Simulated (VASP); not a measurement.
**SnTe in VASP 6.6.1, single-point calculation**

INCAR

```
NSW = 0
LCHARG = .FALSE.
PREC = Accurate
LREAL = .FALSE.
AMIX = 2
SIGMA = 0.02
IBRION = -1
EDIFF = 1E-7
ENCUT = 520
ISMEAR = -1
GGA = PS
IMIX = 1
NELM = 98
BMIX = 0.0001
ISIF = 2
NBANDS = 17
LWAVE = .FALSE.
LASPH = .TRUE.
```

KPOINTS

```
KPOINTS created by Atomic Simulation Environment
0
Gamma
8 8 8
0 0 0
```

POSCAR

```
Sn Te
 1.0000000000000000
     0.0000000000000000    3.1893303423607891    3.1893303423607891
     3.1893303423607891    0.0000000000000000    3.1893303423607891
     3.1893303423607891    3.1893303423607891   -0.0000000000000000
 Sn  Te
   1   1
Cartesian
 -0.0000000000000000  0.0000000000000000 -0.0000000000000000
  3.1893303423607891  3.1893303423607891  3.1893303423607891
```

The recommended PBE PAW datasets give the neutral cell 20 valence electrons.

Command

```
mpirun -np 1 vasp_std
```

Q: How does this run end, and what does it give?

A: VASP stopped with an error.

OSZICAR

```
N       E                     dE             d eps       ncg     rms          rms(c)
DAV:   1     0.124119659372E+03    0.12412E+03   -0.93808E+03   988   0.134E+03
DAV:   2     0.372849888687E+01   -0.12039E+03   -0.11768E+03  1026   0.329E+02
DAV:   3    -0.802579066457E+01   -0.11754E+02   -0.11667E+02  1221   0.903E+01
DAV:   4    -0.837629640770E+01   -0.35051E+00   -0.35021E+00  1179   0.162E+01
DAV:   5    -0.838988826647E+01   -0.13592E-01   -0.13591E-01  1441   0.315E+00    0.433E+00
DAV:   6    -0.944185383173E+01   -0.10520E+01   -0.66256E+00  1261   0.180E+01    0.471E+00
DAV:   7    -0.264344805483E+02   -0.16993E+02   -0.11146E+02  1397   0.726E+01    0.151E+01
DAV:   8    -0.183132497868E+03   -0.15670E+03   -0.90481E+02  1059   0.385E+02    0.546E+01
DAV:   9    -0.225425635599E+04   -0.20711E+04   -0.17314E+04  1755   0.605E+02    0.206E+03
DAV:  10    -0.136200909781E+05   -0.11366E+05   -0.10766E+05  1756   0.160E+03    0.420E+03
DAV:  11    -0.285191435096E+05   -0.14899E+05   -0.13653E+05  1924   0.150E+03    0.515E+03
DAV:  12    -0.539573977746E+05   -0.25438E+05   -0.23811E+05  1771   0.253E+03    0.648E+03
```

Standard output (part)

```
POSCAR found type information on POSCAR SnTe
 POSCAR found :  2 types and       2 ions
 LDA part: xc-table for (Slater+PW92), standard interpolation
 POSCAR, INCAR and KPOINTS ok, starting setup
 WAVECAR not read
 entering main loop
|     EEEEEEE  RRRRRR   RRRRRR   OOOOOOO  RRRRRR      ###     ###     ###     |
|     E        R     R  R     R  O     O  R     R     ###     ###     ###     |
|     E        R     R  R     R  O     O  R     R     ###     ###     ###     |
|     EEEEE    RRRRRR   RRRRRR   O     O  RRRRRR       #       #       #      |
|     E        R    R   R    R   O     O  R    R      ###     ###     ###     |
|     EEEEEEE  R     R  R     R  OOOOOOO  R     R     ###     ###     ###     |
|     ERROR FEXCP: supplied Exchange-correletion table                        |
|      is too small, maximal index : 4016                                     |
|       ---->  I REFUSE TO CONTINUE WITH THIS SICK JOB ... BYE!!! <----       |
```

The fault: mixing far too strong.
